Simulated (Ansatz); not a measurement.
Computed properties of V

```
V
1.0
    -1.51300    1.51300    1.51300
     1.51300   -1.51300    1.51300
     1.51300    1.51300   -1.51300
V
1
Direct
  0.00000 0.00000 0.00000
```

The cell comes from COD entry 7101267, which wasn't checked; take it as a given geometry.

All numbers below come from DFT, PBE, all-electron LAPW, scalar-relativistic in Ansatz 0.2.0.

Numerical set-up: a Γ-centred 15×15×15 k mesh, Fermi–Dirac smearing of 0.03 eV, basis error target 1 meV/atom, spin-polarised from start moments V 1.5 μB (the moments died away, and the run ended non-magnetic).

| Item | Value |
| --- | --- |
| Band gap | none: bands cross the Fermi level, a metal |
| Volume per atom | 13.85 Å³ |

Task: Predict this quantity. Density of states at the Fermi level (0.2 eV bin).

Result: 2.02 states/eV per cell.

Task: Give the computed value. Pressure at this cell.

Result: -5.36 GPa.
